# Squeezing a film of InAs or InSb

## The question

A crystal film grown on a substrate with a smaller lattice is squeezed in its plane and free to swell along its normal. Does this open or close its band gap, and how hard does the film push back? Five zincblende compounds of gallium and indium, with BAs beside them, give the evidence. InAs and InSb are to be predicted from it.

Ansatz 0.2.0, plane-wave PAW, r2SCAN with spin-orbit coupling, cutoff 500 eV: zincblende cells (space group F-43m), relaxed with r2SCAN, then put under -2 % epitaxial strain in the xy plane. The normal strain is relaxed towards zero normal stress, and the atoms are relaxed again. Gaps are the least over the k mesh and the named points; pressure is positive in compression.

| formula | element on site A | Z A | element on site B | Z B | volume per atom (Å³) | shortest distance (Å) | k mesh | band gap change (eV) | least direct gap change (eV) | unstrained band gap (eV) | energy rise per atom (meV) | unstrained gap kind | free normal strain (%) | pressure change (GPa) |
| --- | --- | --- | --- | --- | --- | --- | --- | --- | --- | --- | --- | --- | --- | --- |
| BAs | B | 5 | As | 33 | 13.68 | 2.071 | 10×10×10 | -0.271 | -0.100 | 1.308 | 11.6 | indirect | 0.92 | 4.68 |
| GaN | Ga | 31 | N | 7 | 11.38 | 1.948 | 10×10×10 | 0.059 | 0.059 | 2.165 | 8.1 | direct | 2.09 | 3.92 |
| GaP | Ga | 31 | P | 15 | 20.24 | 2.360 | 8×8×8 | -0.230 | 0.119 | 1.817 | 8.1 | indirect | 1.70 | 2.15 |
| GaAs | Ga | 31 | As | 33 | 22.74 | 2.454 | 8×8×8 | 0.100 | 0.100 | 0.858 | 7.4 | direct | 1.69 | 1.79 |
| GaSb | Ga | 31 | Sb | 51 | 28.82 | 2.655 | 8×8×8 | 0.088 | 0.088 | 0.200 | 7.0 | direct | 1.66 | 1.33 |
| InP | In | 49 | P | 15 | 25.77 | 2.558 | 8×8×8 | 0.035 | 0.035 | 1.000 | 6.0 | direct | 2.11 | 1.34 |
| InAs | In | 49 | As | 33 | 28.50 | 2.645 | 8×8×8 | ? | ? | ? | ? | ? | ? | ? |
| InSb | In | 49 | Sb | 51 | 35.27 | 2.840 | 6×6×6 | ? | ? | ? | ? | ? | ? | ? |

The cubic space group describes the unstrained cells; the strained ones are tetragonal. The gaps come from a meta-GGA functional with spin-orbit coupling. The "band gap change" compares the smallest gaps between any two points of the band structure. The "least direct gap change" compares gaps at a single wave vector, which is the kind that governs light emission.

## Two limits of a squeezed film

Suppose first that the film shrank by 2 % along its normal as well. That would be plain compression, with a volume loss of nearly 6 %. In most of these compounds the lowest conduction state at the zone centre Γ is s-like and antibonding between neighbours. Shorter bonds push it up against the valence top, and the gap opens.

Suppose instead that the film swelled until its volume was restored, which takes a normal strain of about 4 %. The s-like state then has little reason to move. The valence top, built from p orbitals, does react, because in-plane and normal directions are no longer equivalent. It splits, its upper part (the heavy-hole pair) rises, and the gap shrinks.

A real film lies between these limits, and the "free normal strain" says where. GaN and InP swell by about 2.1 %, roughly half way to constant volume, while GaP, GaAs and GaSb stay near 1.7 %. GaN and InP also have the two smallest rises of the direct gap. That ordering is in the table; the division into two opposing effects is standard strain theory, since the calculation yields only their sum.

## A simple estimate

Let $\varepsilon_\parallel=-0.02$ be the in-plane strain, $\varepsilon_\perp$ the free normal strain and $\Delta V/V$ the relative change of volume. For an s-like conduction state above the valence top,

$$\Delta E_\mathrm{direct}\approx -a\,\frac{\Delta V}{V}-b\,(\varepsilon_\perp-\varepsilon_\parallel).$$

The constants are rough, recalled sizes of measured deformation potentials: $a$ is 8 eV for gallium and 6.5 eV for indium compounds, and $b$ is 2 eV for both.

Take GaAs, with $\varepsilon_\perp=0.0169$. Its volume changes by $0.98^2\times1.0169-1=-0.0234$, and its strain difference is $0.0169+0.0200=0.0369$. The estimate is $8\times0.0234-2\times0.0369\approx0.11$ eV, against a computed rise of 0.100 eV.

None of the rows was used to adjust the constants, and for the four gallium compounds and InP the estimate comes within 0.03 eV. It does not reproduce the decline from GaP to GaSb, probably because one pair of constants for every gallium compound is too coarse.

Stretching the same films in their plane would make a useful neighbouring series. The larger volume would then lower the s-like state, while the splitting would still lift one part of the valence top. Both effects would close the gap, so tension should act more strongly than compression.

## Which gap is moving?

GaP seems to break the rule, for its band gap falls by 0.230 eV. Yet its direct gap rises by 0.119 eV, as the estimate requires. The lowest conduction state of GaP lies in a valley near the zone boundary point X, and in-plane compression lowers the valleys that lie in the plane relative to those along the normal. The split valence top rises at the same time, so the gap between them shrinks. For a light emitter this strain is the wrong remedy: it moves the direct edge still farther above the indirect one.

BAs is a different case. Its lowest conduction state at Γ is p-like, so it too is split by the strain, and even the direct gap falls. It is therefore no guide to the gaps of the indium compounds.

## How hard the film pushes back

The "pressure change" $p$ is the mean of three normal stresses. The one along the free normal is nearly zero in the known rows, so each in-plane stress is about $3p/2$. The elastic energy per atom is then

$$\Delta E_\mathrm{elastic}\approx \tfrac{3}{2}\,p\,|\varepsilon_\parallel|\,V,$$

where $V$ is the volume per atom. This agrees with the computed energy rise to within 0.5 meV in the six known rows.

Atomic size alone does not set the stress. Interpolating between GaAs and GaSb gives 1.56 GPa for a gallium compound with the volume of InP, and InP itself is about 14 % softer. For InAs it is therefore better to start from InP and apply the ratio found in the gallium series: $1.34\times1.79/2.15\approx1.12$ GPa. The same step with GaSb gives 0.83 GPa for InSb.

## When the levels touch

For the gap change of InAs and InSb, the starting gap matters. The computed direct gaps of GaP, GaAs, GaSb and InP lie on average 0.55 eV below rough, recalled measured ones, with a spread of 0.11 eV. The functional is a known cause of such a shortfall, though cell size and lattice vibrations also enter the comparison. Measured gaps are only about 0.4 eV in InAs and 0.2 eV in InSb. The same shortfall would put the s-like state about 0.1 eV below the valence top in InAs and 0.3 eV below it in InSb.

In such an inverted order, electrons fill the s-like pair and only half of the fourfold valence top. The gap is then zero by symmetry. Strain splits the fourfold level by $2b(\varepsilon_\perp-\varepsilon_\parallel)$. With the normal strain of InP this is $4\times0.0411\approx0.16$ eV, which is the estimate for InSb.

In InAs the s-like state starts closer to the top. Compression should lift it into the space between the two split pairs, where it narrows the separation to about 0.09 eV. If the order were ordinary after all, the earlier formula would give a rise of only 0.04 eV for either compound.

An opening of the inverted kind would not make the film a semiconductor. Theory has the bands still crossing at points on or close to the film normal, and a coarse mesh of wave vectors can step over the crossing. The reported gap would then be an artefact of the mesh.

## The forecasts

The ranges are judgements, not statistical errors.

- **Unstrained gap:** InAs 0 eV (0 to 0.1); InSb 0 eV (0 to 0.05).
- **Change of both gaps:** InAs +0.09 eV (0 to 0.17); InSb +0.16 eV (0 to 0.20).
- **Free normal strain:** 2.1 % for both (±0.15).
- **Pressure change:** InAs 1.12 GPa (±0.10); InSb 0.83 GPa (±0.10).
- **Energy rise per atom:** InAs 6.0 meV (±0.5); InSb 5.5 meV (±0.5).

## The computed values

The withheld rows as computed:

| formula | element on site A | Z A | element on site B | Z B | volume per atom (Å³) | shortest distance (Å) | k mesh | band gap change (eV) | least direct gap change (eV) | unstrained band gap (eV) | energy rise per atom (meV) | unstrained gap kind | free normal strain (%) | pressure change (GPa) |
| --- | --- | --- | --- | --- | --- | --- | --- | --- | --- | --- | --- | --- | --- | --- |
| InAs | In | 49 | As | 33 | 28.50 | 2.645 | 8×8×8 | 0.005 | 0.005 | 0.000 | 5.7 | zero | 2.09 | 1.13 |
| InSb | In | 49 | Sb | 51 | 35.27 | 2.840 | 6×6×6 | 0.017 | 0.088 | 0.000 | 5.6 | zero | 1.94 | 0.94 |

The unstrained gaps are the first thing to read here, because they test the assumed order of levels. Both are 0.000 eV, as forecast. A zero gap is what the inverted order demands, whereas the ordinary order would leave a finite gap at Γ. The character of the states themselves was not examined.

The gap changes fall inside their ranges, but the central values were poor. InAs opens by only 0.005 eV instead of 0.09 eV. In InSb the direct gap rises by 0.088 eV and the band gap by 0.017 eV, where 0.16 eV was forecast for both. The estimate for ordinary order, 0.04 eV, comes closer to each of these numbers, but this is no support for it: it starts from a finite gap, which neither unstrained cell has.

The elastic forecasts did better for InAs, where normal strain, pressure and energy all lie within their ranges. InSb misses two of the three, each by a little more than its margin. It swells by 1.94 % instead of 2.1 %, and its pressure change is 0.94 GPa instead of 0.83 GPa.

## What the misses teach

The gap change of InAs was hard to predict because its levels nearly touch. The occupations at Γ in the strained cell place two pairs of levels only 0.005 eV apart and a third pair about 0.11 eV lower. Strain must split the heavy-hole pair well away from the light-hole pair, so the two close pairs are most likely the heavy-hole pair and the s-like state. The unstrained cell shows how near they start. Its Fermi level lies 0.007 eV above the fourfold level, so the smearing of 0.02 eV fills that level to more than one half. The extra charge must be missing from a pair just below, and the balance places this pair about 0.02 eV under the valence top, not 0.1 eV as assumed. The formula for ordinary order lifts the s-like state by 0.04 eV relative to the heavy-hole pair, enough to bring the two together; which of them ends on top is not settled. The starting position corresponds to a shortfall of about 0.44 eV, nearer to the 0.40 eV of InP than to the mean of 0.55 eV. The closest chemical relative would have been the better guide.

InSb carries a different clue. At Γ its strained cell has a gap of about 0.13 eV, not far from the 0.16 eV forecast for the split valence top. The band gap is much smaller because the highest filled state lies elsewhere, at a point on the film normal close to Γ. This is what a crossing would produce: beyond it the heavy-hole band, empty at Γ, is filled. The small gap in the table is therefore probably no true gap, but a sign that the sampled points miss the crossing. The tabulated direct gap of 0.088 eV is also smaller than the gap at Γ, so it too must belong to another point. This picture rests on spin-orbit coupling, and here the records disagree: a warning attached to the table says that the gaps of GaSb and InSb lack it, while the raw outputs of both list it as included and fill 28 bands with 28 electrons, as a run with the coupling does. The outputs favour its presence, but the warning remains unexplained.

The elastic misses of InSb have a simpler cause: its film is not fully relaxed. A normal stress of 0.13 GPa remains in the strained cell, more than in any other row, so the film has not swollen quite far enough. The stresses and strains of this cell fix two elastic constants. With them, linear elasticity gives the free film a normal strain of about 2.1 % and a pressure change of about 0.86 GPa, both within the forecast ranges. The energy forecast held all the same, because near the relaxed shape the energy changes only with the square of the missing normal strain.

For a film in the laboratory the ordinary order is the right starting point, since measured InAs and InSb both have a gap at Γ. The balance between volume loss and valence splitting then applies directly, and it suggests a modest opening. The computed gap changes cannot be carried over in the same way, because they start from an order of levels that this functional has inverted.
